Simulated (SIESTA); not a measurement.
Crystal: Be.

```
Be
1.0
     2.28530    0.00000    0.00000
    -1.14265    1.97913    0.00000
     0.00000    0.00000    3.58420
Be
2
Direct
  0.66667 0.33333 0.75000
  0.33333 0.66667 0.25000
```

```yaml
Program: SIESTA 5.4.2
Task: single point
Functional: PBEsol
Potentials_or_basis: PseudoDojo 0.4 standard (PBEsol files)
Basis: DZP (energy shift 0.003 Ry; two zetas on semicore shells)
Grid_cutoff: 800 Ry
Energy_shift: 0.003 Ry
k_mesh: 13 × 13 × 8
Occupations: fermi-dirac, width 0.05 eV
Spin: no spin polarisation
```

On this cell: pressure -3.8 GPa; largest force under 0.003 eV/Å; band gap on the k mesh none (metal or under the smearing width).

The same run follows on a disturbed copy (atoms moved at random, drawn with an rms of 0.05 Å):

```
CELL_PARAMETERS angstrom
2.28530 0.00000 0.00000
-1.14265 1.97913 0.00000
0.00000 0.00000 3.58420
ATOMIC_POSITIONS crystal
Be 0.68824 0.33844 0.75018
Be 0.31739 0.65676 0.25854
```

What changes?

The energy (extrapolated to zero smearing) moves by +7.5 meV/atom; pressure -3.6 GPa; largest force 0.407 eV/Å; band gap on the k mesh none (metal or under the smearing width).

Forces on the atoms (eV/Å):
```
Be  -0.276 -0.128  0.270
Be   0.277  0.127 -0.270
```

Stress tensor (GPa, compression positive):
```
-2.70  1.56 -0.29
 1.56 -4.09 -0.13
-0.29 -0.13 -3.94
```

Caveats: short orbitals over semicore shells can move pressures by several GPa; the basis of atomic orbitals isn't converged, which shifts pressures, moduli and gaps.
